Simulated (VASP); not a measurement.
# Si3Ge (Pm-3n) in VASP: relaxation of cell and atoms with PBE

Aim: the relaxation of cell and atoms of Si3Ge with PBE.

All numbers are computed with VASP 6.6.1; they aren't measurements. Logs are shortened: lines on timing, memory, paths and dates and some standing lists are left out, and cuts for length are marked.

**1. Starting point**

Symmetry: Pm-3n, No. 223, cubic system. The conventional cell has a = 5.190 Å, b = 5.190 Å, c = 5.190 Å, α = 90.00°, β = 90.00°, γ = 90.00°. Si (site symmetry -4m2) is surrounded by 2 Si at 2.60 Å and 4 Ge at 2.90 Å. Ge (site symmetry m-3) has 12 Si at 2.90 Å as nearest neighbours.

The cell was built by a generator and needn't be a form met in nature.

**2. Relaxation of cell and atoms, PBE**

INCAR

```
SYSTEM = Si3Ge
PREC = Normal
ENCUT = 520
EDIFF = 1E-4
ISMEAR = 0
SIGMA = 0.15
LREAL = .FALSE.
LASPH = .TRUE.
NELM = 60
ALGO = Fast
ISIF = 3
LWAVE = .FALSE.
LCHARG = .FALSE.
GGA = PE
IBRION = 2
NSW = 24
EDIFFG = -0.08
```

KPOINTS

```
regular mesh
0
G
  4 4 4
  0 0 0
```

POSCAR

```
Si3Ge
1.0
    5.1902637900      0.0000000000      0.0000000000
    0.0000000000      5.1902637900      0.0000000000
    0.0000000000      0.0000000000      5.1902637900
Si Ge
6 2
Direct
    0.0000000000      0.2500000000      0.5000000000
    0.0000000000      0.7500000000      0.5000000000
    0.2500000000      0.5000000000      0.0000000000
    0.7500000000      0.5000000000      0.0000000000
    0.5000000000      0.0000000000      0.2500000000
    0.5000000000      0.0000000000      0.7500000000
    0.5000000000      0.5000000000      0.5000000000
    0.0000000000      0.0000000000      0.0000000000
```

Potentials or basis: VASP PAW PBE potentials, release 64 (Si, Ge_d).

Command:

```
$ cat potpaw_PBE.64/Si/POTCAR potpaw_PBE.64/Ge_d/POTCAR > POTCAR
$ mpirun -np 1 vasp_std > vasp.out
```

OUTCAR:

```text
SYSTEM = Si3Ge
   PREC = Normal
   ENCUT = 520
   EDIFF = 1E-4
   ISMEAR = 0
   LREAL = .FALSE.
   LASPH = .TRUE.
   NELM = 60
   ISIF = 3
   GGA = PE
   IBRION = 2
   NSW = 24
   EDIFFG = -0.08

 ion  position               nearest neighbor table
   1  0.000  0.250  0.500-   2 2.60   2 2.60   8 2.90   8 2.90   7 2.90   7 2.90
   2  0.000  0.750  0.500-   1 2.60   1 2.60   8 2.90   8 2.90   7 2.90   7 2.90
   3  0.250  0.500  0.000-   4 2.60   4 2.60   8 2.90   7 2.90   8 2.90   7 2.90
   4  0.750  0.500  0.000-   3 2.60   3 2.60   8 2.90   7 2.90   8 2.90   7 2.90
   5  0.500  0.000  0.250-   6 2.60   6 2.60   8 2.90   7 2.90   7 2.90   8 2.90
   6  0.500  0.000  0.750-   5 2.60   5 2.60   8 2.90   7 2.90   7 2.90   8 2.90
   7  0.500  0.500  0.500-   1 2.90   2 2.90   3 2.90   4 2.90   5 2.90   6 2.90   3 2.90   4 2.90
                             5 2.90   6 2.90   1 2.90   2 2.90
   8  0.000  0.000  0.000-   1 2.90   2 2.90   3 2.90   4 2.90   5 2.90   6 2.90   1 2.90   2 2.90
                             3 2.90   4 2.90   5 2.90   6 2.90

  LATTYP: Found a simple cubic cell.
 ALAT       =     5.1902637900

  Lattice vectors:

 A1 = (   5.1902637900,   0.0000000000,   0.0000000000)
 A2 = (   0.0000000000,   5.1902637900,   0.0000000000)
 A3 = (   0.0000000000,   0.0000000000,   5.1902637900)

Analysis of symmetry for initial positions (statically):
=====================================================================
 Subroutine PRICEL returns:
 Original cell was already a primitive cell.

 Routine SETGRP: Setting up the symmetry group for a
 simple cubic supercell.

 Subroutine GETGRP returns: Found 48 space group operations
 (whereof 24 operations were pure point group operations)
 out of a pool of 48 trial point group operations.

The static configuration has the point symmetry T_h .
 The point group associated with its full space group is O_h .

Analysis of symmetry for dynamics (positions and initial velocities):
=====================================================================
 Subroutine PRICEL returns:
 Original cell was already a primitive cell.

 Routine SETGRP: Setting up the symmetry group for a
 simple cubic supercell.

 Subroutine GETGRP returns: Found 48 space group operations
 (whereof 24 operations were pure point group operations)
 out of a pool of 48 trial point group operations.

The dynamic configuration has the point symmetry T_h .
 The point group associated with its full space group is O_h .

 Subroutine INISYM returns: Found 48 space group operations
 (whereof 24 operations are pure point group operations),
 and found     1 'primitive' translations

----------------------------------------------------------------------------------------

                                     Primitive cell

  volume of cell :     139.8197

  direct lattice vectors                    reciprocal lattice vectors
     5.190263790  0.000000000  0.000000000     0.192668435  0.000000000  0.000000000
     0.000000000  5.190263790  0.000000000     0.000000000  0.192668435  0.000000000
     0.000000000  0.000000000  5.190263790     0.000000000  0.000000000  0.192668435

  length of vectors
     5.190263790  5.190263790  5.190263790     0.192668435  0.192668435  0.192668435

  position of ions in fractional coordinates (direct lattice)
     0.000000000  0.250000000  0.500000000
     0.000000000  0.750000000  0.500000000
     0.250000000  0.500000000  0.000000000
     0.750000000  0.500000000  0.000000000
     0.500000000  0.000000000  0.250000000
     0.500000000  0.000000000  0.750000000
     0.500000000  0.500000000  0.500000000
     0.000000000  0.000000000  0.000000000

  ion indices of the primitive-cell ions
   primitive index   ion index
                 1           1
[... 84 lines left out ...]
     AMIX_MAG =   1.60;   BMIX_MAG =  1.00
  volume/ion in A,a.u.               =      17.48       117.94
  Fermi-wavevector in a.u.,A,eV,Ry     =   1.177298  2.224771 18.858100  1.386031
  Thomas-Fermi vector in A             =   2.313647
   LORBIT       =      0    0 simple, 1 ext, 2 COOP (PROOUT), +10 PAW based schemes
   GGA     = PE    functional components
   LHFCALC =     F    Hartree Fock is set to
   AEXX    =    0.0000 exact exchange contribution
   IVDW    =     0    specifies the selected vdW correction
   LEPSILON=     F    determine dielectric tensor
   LRPA    =     F    only Hartree local field effects (RPA)
 conjugate gradient relaxation of ions
 non-spin polarized calculation
 RMM-DIIS sequential band-by-band and
 Gauss-broadening in eV      SIGMA  =   0.15
  energy-cutoff  :      520.00
  volume of cell :      139.82
 maximum number of plane-waves:      3840
   NGX = 19   NGY = 19   NGZ = 19

--------------------------------------- Ionic step        1  -------------------------------------------

 number of electron      52.0000094 magnetization

 Free energy of the ion-electron system (eV)
  ---------------------------------------------------
  ext. energy  EPLUGINS =         0.00000000
  ---------------------------------------------------
  free energy    TOTEN  =       -36.32080767 eV

  energy without entropy =      -36.27794628  energy(sigma->0) =      -36.29937698

------------------------ aborting loop because EDIFF is reached ----------------------------------------

  FORCE on cell =-STRESS in cart. coord.  units (eV):
  Direction    XX          YY          ZZ          XY          YZ          ZX
  --------------------------------------------------------------------------------------
  -------------------------------------------------------------------------------------
  Total       -4.4586170     -4.4586170     -4.4586170     -0.0000000      0.0000000     -0.0000000
  in kB      -51.0907708    -51.0907708    -51.0907708     -0.0000000      0.0000000     -0.0000000
  external PRESSURE =     -51.0907708 kB  Pullay stress =       0.0000000 kB

 VOLUME and BASIS-vectors are now :
 -----------------------------------------------------------------------------
  energy-cutoff  :      520.00
  volume of cell :      139.82
      direct lattice vectors                 reciprocal lattice vectors
     5.190263790  0.000000000  0.000000000     0.192668435  0.000000000  0.000000000
     0.000000000  5.190263790  0.000000000     0.000000000  0.192668435  0.000000000
     0.000000000  0.000000000  5.190263790     0.000000000  0.000000000  0.192668435

 POSITION                                       TOTAL-FORCE (eV/Angst)
 -----------------------------------------------------------------------------------
      0.00000      1.29757      2.59513         0.000000      0.000000      0.000000
      0.00000      3.89270      2.59513        -0.000000     -0.000000     -0.000000
      1.29757      2.59513      0.00000        -0.000000      0.000000     -0.000000
      3.89270      2.59513      0.00000         0.000000      0.000000      0.000000
      2.59513      0.00000      1.29757         0.000000      0.000000      0.000000
      2.59513      0.00000      3.89270        -0.000000     -0.000000     -0.000000
      2.59513      2.59513      2.59513         0.000000     -0.000000     -0.000000
      0.00000      0.00000      0.00000         0.000000     -0.000000     -0.000000
 -----------------------------------------------------------------------------------
    total drift:                                0.000000      0.000000      0.000000

  FREE ENERGIE OF THE ION-ELECTRON SYSTEM (eV)
  ---------------------------------------------------
  free  energy   TOTEN  =       -36.3208076746 eV

  energy  without entropy=      -36.2779462794  energy(sigma->0) =      -36.29937698

--------------------------------------- Ionic step        2  -------------------------------------------

 number of electron      51.9999811 magnetization

 Free energy of the ion-electron system (eV)
  ---------------------------------------------------
  ext. energy  EPLUGINS =         0.00000000
  ---------------------------------------------------
  free energy    TOTEN  =       -36.48191802 eV

  energy without entropy =      -36.45697582  energy(sigma->0) =      -36.46944692

 E-fermi :   8.6886     XC(G=0): -11.0998

 val. band max:        8.6438036671   @ k =   0.5000   0.5000   0.0000
 cond. band min:       8.7554531300   @ k =   0.2500   0.0000   0.0000
 fundamental gap:      0.1116494629
 Fermi energy:         8.6885926507

 k-point     1 :       0.0000    0.0000    0.0000
  band No.  band energies     occupation
      1     -16.0110      2.00000
      2     -16.0110      2.00000
      3     -16.0078      2.00000
      4     -16.0078      2.00000
      5     -16.0047      2.00000
      6     -16.0047      2.00000
[... 329 lines left out ...]
     30      10.4542      0.00000
     31      10.5361      0.00000

------------------------ aborting loop because EDIFF is reached ----------------------------------------

  FORCE on cell =-STRESS in cart. coord.  units (eV):
  Direction    XX          YY          ZZ          XY          YZ          ZX
  --------------------------------------------------------------------------------------
  -------------------------------------------------------------------------------------
  Total        0.2377353      0.2377353      0.2377353      0.0000000      0.0000000      0.0000000
  in kB        2.9562834      2.9562834      2.9562834      0.0000000      0.0000000      0.0000000
  external PRESSURE =       2.9562834 kB  Pullay stress =       0.0000000 kB

 VOLUME and BASIS-vectors are now :
 -----------------------------------------------------------------------------
  energy-cutoff  :      520.00
  volume of cell :      128.84
      direct lattice vectors                 reciprocal lattice vectors
     5.050713481 -0.000000000 -0.000000000     0.197991829  0.000000000 -0.000000000
    -0.000000000  5.050713481  0.000000000     0.000000000  0.197991829 -0.000000000
     0.000000000  0.000000000  5.050713481     0.000000000 -0.000000000  0.197991829

 POSITION                                       TOTAL-FORCE (eV/Angst)
 -----------------------------------------------------------------------------------
      0.00000      1.26268      2.52536        -0.000000      0.000000      0.000000
      5.05071      3.78804      2.52536         0.000000     -0.000000     -0.000000
      1.26268      2.52536      5.05071        -0.000000      0.000000     -0.000000
      3.78804      2.52536      0.00000         0.000000      0.000000      0.000000
      2.52536     -0.00000      1.26268         0.000000     -0.000000      0.000000
      2.52536      5.05071      3.78804        -0.000000     -0.000000     -0.000000
      2.52536      2.52536      2.52536         0.000000     -0.000000      0.000000
      0.00000      5.05071      5.05071         0.000000     -0.000000      0.000000
 -----------------------------------------------------------------------------------
    total drift:                                0.000000      0.000000      0.000000

  FREE ENERGIE OF THE ION-ELECTRON SYSTEM (eV)
  ---------------------------------------------------
  free  energy   TOTEN  =       -36.4819180201 eV

  energy  without entropy=      -36.4569758206  energy(sigma->0) =      -36.46944692

 reached required accuracy - stopping structural energy minimisation
```

Run time: 30 s. Hardware: 1 thread of Intel Xeon Platinum 8488C (Sapphire Rapids), shared host; peak memory 0.18 GiB.

What came out:

```yaml
Free_energy: -36.4819 eV
Relaxed_volume: 16.11 Å³/atom
Relaxed_cell: a = 5.051 Å, b = 5.051 Å, c = 5.051 Å, α = 90.00°, β = 90.00°, γ = 90.00°
Space_group_after_relaxing_to_0.05_Å: Pm-3n (No. 223)
Energy_gained_by_relaxing: 20.1 meV/atom
Ionic_steps: 2
Pressure_after_relaxing: 0.3 GPa
Band_gap_on_the_k_mesh: none (metal or under the smearing width)
```

The path:
```tsv
step	energy change (eV)	largest force (eV/Å)	pressure (GPa)	volume (Å³)
1	0.0000	0.0000	-5.11	139.82
2	-0.1611	0.0000	0.30	128.84
```

Final structure:
```cif
data_structure
_symmetry_space_group_name_H-M 'P 1'
_symmetry_Int_Tables_number 1
_cell_length_a 5.0507
_cell_length_b 5.0507
_cell_length_c 5.0507
_cell_angle_alpha 90.000
_cell_angle_beta 90.000
_cell_angle_gamma 90.000
_cell_volume 128.84
loop_
_atom_site_label
_atom_site_type_symbol
_atom_site_fract_x
_atom_site_fract_y
_atom_site_fract_z
_atom_site_occupancy
Si1 Si 0.00000 0.25000 0.50000 1
Si2 Si 0.00000 0.75000 0.50000 1
Si3 Si 0.25000 0.50000 0.00000 1
Si4 Si 0.75000 0.50000 0.00000 1
Si5 Si 0.50000 0.00000 0.25000 1
Si6 Si 0.50000 0.00000 0.75000 1
Ge1 Ge 0.50000 0.50000 0.50000 1
Ge2 Ge 0.00000 0.00000 0.00000 1
```

Caveat: the relaxation stopped at a loose force limit of 0.08 eV/Å, so its end isn't a converged minimum.
